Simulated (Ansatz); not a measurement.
GeO₂ (rutile)

```
GeO2
1.0
    4.41054     0.00000     0.00000
    0.00000     4.41054     0.00000
    0.00000     0.00000     2.87016
Ge O
2 4
Cartesian
  0.00000   0.00000   0.00000
  2.20527   2.20527   1.43508
  1.34962   1.34962   0.00000
  3.55489   0.85565   1.43508
  0.85565   3.55489   1.43508
  3.06092   3.06092   0.00000
```

The slice is a (010) plane (indices of the conventional cell) through the point (0.694, 0.694, 0.000) (fractional), spanned by u = [001] and v = [100] in vectors of this cell: u (2.87 Å) and v (4.41 Å, at 90° to u). It covers one period; positions are fractions (u, v).

Calculation: r2SCAN (plane waves to 500 eV, PAW, scalar-relativistic; Ansatz, a quantum-chemistry and plane-wave program). k mesh 8×8×11. Near the nuclei the fields are pseudised (PAW); where an atom keeps semicore shells as valence, they peak there. GeO2 was relaxed with its symmetry unable to fall.

Problem. Predict the map of the density of the lowest conduction band (whole band as if filled, smooth part) on the slice.

Solution. 
```
|88884411000011110000114488|
|44331100001122221100001133|
|11000000112233332211000000|
|00000000223344443322000000|
|00000011223333333322110000|
|00000011112222222211110000|
|00000000111100001111000000|
|00000000111100001111000000|
|00000000112222222211000000|
|00000000113322223311000000|
|00000000112222222211000000|
|00000000000011110000000000|
|00000000000000000000000000|
|00000000000000000000000000|
|00000000000000000000000000|
|00000000000000000000000000|
|00111100000000000000001111|
|33443311000000000000113344|
|77886622000000000000226688|
|88997722000000000000227799|
```
Scale: ten equal steps from 0.001 (start of '0') to 0.238 (end of '9'), in the order '0123456789'. Values: density of the lowest conduction band (whole band as if filled, smooth part) in e/Å³. The map has 13 points along u (two characters each, u = 0 at the left) and 20 along v (v = 0 in the bottom row).
